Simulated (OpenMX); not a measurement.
**Sc under changes of volume**

One of the cells (25.002 Å³/atom); the others are scaled copies at fixed shape and fractional positions:

```xyz
2
Lattice="3.3090 0.0000 0.0000 -1.6545 2.8657 0.0000 0.0000 0.0000 5.2733" Properties=species:S:1:pos:R:3 pbc="T T T"
Sc    1.6545    0.9552    3.9550
Sc    0.0000    1.9105    1.3183
```

```yaml
Program: OpenMX 3.8.5
Functional: LDA
Potentials_or_basis: OpenMX 2013 LDA set, Sc7.0-s3p2d2, fixed grid of 35 × 35 × 63 points
k_mesh: 9 × 9 × 5
Occupations: fermi-dirac, width 0.05 eV
Spin: no spin polarisation
```

| volume (Å³/atom) | energy over the lowest point (meV/atom) | largest force (eV/Å) |
| --- | --- | --- |
| 23.502 | 0.00 | 0.011 |
| 24.002 | 10.07 | 0.010 |
| 24.502 | ? | ? |
| 25.002 | 40.06 | 0.009 |
| 25.502 | 59.47 | 0.007 |
| 26.002 | 81.44 | 0.007 |
| 26.502 | 105.73 | 0.006 |

What does the run at 24.502 Å³/atom give?

Energy over the lowest point 23.49 meV/atom; largest force 0.009 eV/Å.

Worked out: A Birch-Murnaghan fit of order 3 (a polynomial in V^(-2/3)) to the other rows has no minimum within the range. It gives 23.52 meV/atom at 24.502 Å³/atom, against the run's 23.49.

Energies are extrapolated to zero smearing.

Caveats: the basis of atomic orbitals isn't converged, which shifts pressures, moduli and gaps.
